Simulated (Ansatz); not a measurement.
Crystal: HfO2.

```xyz
12
Lattice="5.0803 0.0000 0.0000 0.0000 5.1649 0.0000 0.0000 0.0000 4.8909" Properties=species:S:1:pos:R:3 pbc="T T T"
Hf    1.1308    4.0379    1.3307
Hf    3.6710    3.7094    3.5602
Hf    3.9495    1.1270    1.3307
Hf    1.4093    1.4555    3.5602
O     0.9491    0.8452    0.5113
O     3.4892    1.7372    4.3796
O     4.1312    4.3196    0.5113
O     1.5911    3.4277    4.3796
O     0.0000    2.5824    2.3919
O     2.5402    0.0000    2.4990
O     0.0000    0.0000    2.8153
O     2.5402    2.5824    2.0756
```

The cell comes from a database or a generator and needn't be the stable form of this composition.

Base run:

- Program: Ansatz 0.2.0
- Functional: PBE
- Potentials or basis: Ansatz PAW
- Cutoff: 600 eV
- Density cutoff: 2400 eV
- k mesh: 5 × 5 × 6
- Occupations: fermi-dirac, width 0.05 eV
- Spin: no spin polarisation

Its results: band gap on the k mesh 3.86 eV, direct; pressure 9.9 GPa; largest force 0.186 eV/Å.

The run is repeated on the same cell with these changes: functional from PBE to r2SCAN; cutoff from 600 eV to 500 eV (not typed: the program's choice for these potentials); hubbard terms from none to Hf d U = 3.5 eV; hubbard projectors from none to ortho-atomic (the default). What comes out?

Band gap on the k mesh 4.93 eV, indirect (least direct gap 5.03 eV); pressure 9.4 GPa; largest force 0.332 eV/Å.

Several settings changed at once, so the effect can't be laid on one alone.

Caveats: spin-orbit coupling is left out, which moves the levels of the heavy elements; odd divisions of the mesh miss points on the zone boundary, where band edges often lie, so the gap on the mesh can be too wide (some runs); the PAW data sets come from PBE, with cores solved anew for the run's functional, which leaves a small shift of forces and pressure (some runs).
